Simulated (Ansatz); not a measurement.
**SrTiO3: band gap under strain**

How does strain move the band edges of SrTiO3 built on the cubic perovskite prototype, and do the functionals agree on it? States: +2.0 % equal strain in all directions; +3.0 % equal strain in all directions; +4.0 % equal strain in all directions.

Program: Ansatz 0.2.0. PAW datasets, plane waves. Spin-unpolarised throughout; all numbers are computed.

## (1) The structure to begin with

The unstrained cell was relaxed with r2SCAN; in each strained cell the atoms were relaxed again with r2SCAN. Names of k-points are those of the unstrained zone, where strain can split equivalent points. First state: +2.0 % equal strain in all directions.

It is cubic, Pm-3m (No. 221); conventional cell a = 3.985 Å, 12.66 Å³ an atom. Sr has 12 O at 2.82 Å; Ti has 6 O at 1.99 Å; O has 2 Ti at 1.99 Å and 4 Sr at 2.82 Å.

Coordinates:

```cif
data_structure
_symmetry_space_group_name_H-M 'Pm-3m'
_symmetry_Int_Tables_number 221
_cell_length_a 3.9850
_cell_length_b 3.9850
_cell_length_c 3.9850
_cell_angle_alpha 90.000
_cell_angle_beta 90.000
_cell_angle_gamma 90.000
_cell_volume 63.28
loop_
_atom_site_label
_atom_site_type_symbol
_atom_site_symmetry_multiplicity
_atom_site_Wyckoff_symbol
_atom_site_fract_x
_atom_site_fract_y
_atom_site_fract_z
_atom_site_occupancy
Sr1 Sr 1 a 0.00000 0.00000 0.00000 1
Ti1 Ti 1 b 0.50000 0.50000 0.50000 1
O1 O 3 c 0.50000 0.50000 0.00000 1
```

From earlier runs on the unstrained cell: PBE 1.88 eV, r2SCAN 2.26 eV, HSE06 3.32 eV, r2SCAN+SOC 2.24 eV; a = 3.907 Å.

## (2) +2.0 % equal strain in all directions: PBE

Input file input.yaml:

```yaml
crystal:
  lattice:
    - [3.9849885316, 0.0, 0.0]
    - [0.0, 3.9849885316, 0.0]
    - [0.0, 0.0, 3.9849885316]
  atoms:
    - { symbol: Sr, position: [0.0, 0.0, 0.0] }
    - { symbol: Ti, position: [0.5, 0.5, 0.5] }
    - { symbol: O, position: [0.5, 0.5, 0.0] }
    - { symbol: O, position: [0.5, 0.0, 0.5] }
    - { symbol: O, position: [0.0, 0.5, 0.5] }
kpoints:
  mp_grid: { grid: [6, 6, 6] }
  band_path:
    path: [[0.0, 0.0, 0.0], [0.0, 0.5, 0.0], [0.5, 0.5, 0.0], [0.5, 0.5, 0.5]]
    npoints: 1
hamiltonian:
  xc: pbe
scf:
  occupations: { method: fermi_dirac, width: 0.02 }
  n_extra_bands: 5
output:
  forces: true
  stress: true
  eigenvalues: true
```

Run with:

```sh
> ansatz run input.yaml --threads 2 --pin off --max-ram 20275MiB --backend cpu --events-out ev --progress --plain --runs-dir out
```

The runs that follow: +2.0 % equal strain in all directions: r2SCAN; +2.0 % equal strain in all directions: HSE06; +2.0 % equal strain in all directions: r2SCAN+SOC; +2.0 % equal strain in all directions: r2SCAN; +3.0 % equal strain in all directions: PBE; +3.0 % equal strain in all directions: r2SCAN; +3.0 % equal strain in all directions: HSE06; +3.0 % equal strain in all directions: r2SCAN+SOC; +3.0 % equal strain in all directions: r2SCAN; +4.0 % equal strain in all directions: PBE; +4.0 % equal strain in all directions: r2SCAN; +4.0 % equal strain in all directions: HSE06; +4.0 % equal strain in all directions: r2SCAN+SOC; +4.0 % equal strain in all directions: r2SCAN.

What does the calculation give?

The runs gave:

Least gap in eV (negative: overlap), with the change from the unstrained cell in brackets:

| state | volume change (%) | PBE | r2SCAN | HSE06 |
| --- | --- | --- | --- | --- |
| +2.0 % equal strain in all directions | +6.1 | 1.77 (-0.11) | 2.12 (-0.14) | 3.17 (-0.15) |
| +3.0 % equal strain in all directions | +9.3 | 1.71 (-0.17) | 2.05 (-0.21) | 3.09 (-0.23) |
| +4.0 % equal strain in all directions | +12.5 | 1.65 (-0.23) | 1.98 (-0.28) | 3.01 (-0.31) |

In words: The largest move of the HSE06 gap in the table is -0.312 eV, under +4.0 % equal strain in all directions. PBE and HSE06 differ by 1.44 eV on the unstrained gap, and by at most 0.08 eV on its change: PBE follows the response to strain far better than the gap itself.
